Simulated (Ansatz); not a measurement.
# Ba: the cost of one run

Program: Ansatz 0.2.0. Level of theory: DFT PBE, scalar-relativistic, plane waves, PAW. These are calculated values, not measurements.

**1. The system as given**

It takes space group Pm-3m (No. 221, cubic). The conventional cell has a = 3.918 Å, b = 3.918 Å, c = 3.918 Å, α = 90.00°, β = 90.00°, γ = 90.00°. Ba (site symmetry m-3m) is surrounded by 6 Ba at 3.92 Å.

Coordinates:

```cif
data_structure
_symmetry_space_group_name_H-M 'P 1'
_symmetry_Int_Tables_number 1
_cell_length_a 3.9177
_cell_length_b 3.9177
_cell_length_c 3.9177
_cell_angle_alpha 90.000
_cell_angle_beta 90.000
_cell_angle_gamma 90.000
_cell_volume 60.13
loop_
_atom_site_label
_atom_site_type_symbol
_atom_site_fract_x
_atom_site_fract_y
_atom_site_fract_z
_atom_site_occupancy
Ba1 Ba 0.00000 0.00000 0.00000 1
```

The structure comes from the Materials Project (structure only).

**2. A change within a subgroup**

Against the listed cell: strain xx, yy, zz, yz, xz, xy = +3.9, +3.9, +3.9, +1.0, +1.0, +1.0 %.

Input file input.yaml:

```yaml
crystal:
  lattice:
    - [4.0716054855, 0.0391771754, 0.0391771754]
    - [0.0391771754, 4.0716054855, 0.0391771754]
    - [0.0391771754, 0.0391771754, 4.0716054855]
  atoms:
    - { symbol: Ba, position: [0.0, 0.0, 0.0] }
basis:
  ecutwfc: 420
kpoints:
  mp_grid: { grid: [9, 9, 9] }
hamiltonian:
  xc: pbe
scf:
  occupations: { method: gaussian, width: 0.1 }
output:
  forces: true
  stress: true
  eigenvalues: true
```

Command:

```sh
> ansatz run input.yaml --threads 1 --pin off --max-ram 1331MiB --backend cpu --events-out ev --progress --plain --runs-dir out
```

What time and memory should one allow on 1 thread of an x86-64 CPU, shared host?

About 8.1 s, with a peak of 0.37 GiB.
